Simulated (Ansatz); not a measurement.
# HfO2 under changes of volume

One of the cells (10.955 Å³/atom); the others are scaled copies at fixed shape and fractional positions:

```xyz
12
Lattice="5.2195 0.0000 0.0000 0.0000 5.0048 0.0000 0.0000 0.0000 5.0327" Properties=species:S:1:pos:R:3 pbc="T T T"
Hf    5.0472    3.6661    3.7314
Hf    2.7820    3.6661    1.2151
Hf    2.4375    1.3387    3.7314
Hf    0.1723    1.3387    1.2151
O     3.2994    4.6477    4.4251
O     4.5298    4.6477    1.9087
O     1.2211    2.7020    2.4776
O     1.3886    2.7020    4.9939
O     3.9984    2.3028    4.9939
O     3.8308    2.3028    2.4776
O     0.6896    0.3571    4.4251
O     1.9201    0.3571    1.9087
```

Measurements of this composition are mostly on another form, of space group No. 14.

* Program: Ansatz 0.2.0
* Functional: PBE
* Potentials or basis: Ansatz PAW
* Cutoff: 420 eV (not typed: the program's choice for these potentials)
* k mesh: 5 × 6 × 5
* Occupations: fermi-dirac, width 0.05 eV
* Spin: no spin polarisation

```csv
volume (Å³/atom),energy over the lowest point (meV/atom),pressure (GPa),gap on the mesh (eV),largest force (eV/Å)
10.298,90.76,29.5,4.69,0.372
10.517,55.47,22.2,4.62,0.279
10.736,29.66,15.7,4.55,0.193
10.955,12.33,9.8,4.48,0.117
11.175,?,?,?,?
11.394,0.00,-0.4,4.35,0.092
11.613,3.63,-4.8,4.28,0.150
```

Question: What does the run at 11.175 Å³/atom give?

Answer: Energy over the lowest point 2.70 meV/atom; pressure 4.4 GPa; gap on the mesh 4.41 eV; largest force 0.064 eV/Å.

Worked out: A Birch-Murnaghan fit of order 3 (a polynomial in V^(-2/3)) to the other rows has its minimum at 11.37 Å³/atom with B0 = V·E''(V) = 240 GPa and B' = 4.2 at fixed shape and positions, which overstates the stiffness. It gives 2.67 meV/atom at 11.175 Å³/atom, against the run's 2.70, and -dE/dV = 4.4 GPa, against 4.4. A straight line through the other rows of the gap, of slope -3.4 eV per unit of ln V, gives 4.41 eV, against the run's 4.41.

Energies are extrapolated to zero smearing.

Caveats: odd divisions of the mesh miss points on the zone boundary, where band edges often lie, so the gap on the mesh can be too wide; spin-orbit coupling is left out, which moves the levels of the heavy elements.

A mesh can miss the band edges.
